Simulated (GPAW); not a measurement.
Crystal: CdSe.

```xyz
2
Lattice="0.0000 3.0703 3.0703 3.0703 0.0000 3.0703 3.0703 3.0703 0.0000" Properties=species:S:1:pos:R:3 pbc="T T T"
Cd    0.0000    0.0000    0.0000
Se    1.5351    1.5351    1.5351
```

Measurements of this composition are mostly on another form, of space group No. 186.

| Quantity | Value |
| --- | --- |
| Program | GPAW 26.7.0 |
| Task | single point |
| Functional | PBE |
| Potentials or basis | GPAW PAW data sets (gpaw-data 1.2.1) |
| Cutoff | 600 eV |
| Basis | pw |
| k mesh | 8 × 8 × 8 |
| Occupations | fermi-dirac, width 0.05 eV |
| Spin | no spin polarisation |

On this cell: pressure 1.1 GPa; largest force zero by symmetry; band gap on the k mesh 0.54 eV, direct.

The same run follows on a disturbed copy (atoms moved at random, drawn with an rms of 0.05 Å):

```
Cd Se
1.0
     0.00000    3.07027    3.07027
     3.07027    0.00000    3.07027
     3.07027    3.07027    0.00000
Cd Se
1 1
Direct
  0.99226 0.01044 0.00353
  0.26661 0.25053 0.23622
```

**Question.** What does the disturbed cell give?

**Answer.** The energy moves by +11.3 meV/atom; pressure 1.3 GPa; largest force 0.483 eV/Å; band gap on the k mesh 0.51 eV, direct.

Forces in eV/Å, atoms in the order of the input:
```
Cd  -0.392  0.161  0.233
Se   0.392 -0.161 -0.233
```

Stress tensor (GPa, compression positive):
```
 1.18 -0.81 -0.53
-0.81  1.32  1.39
-0.53  1.39  1.29
```

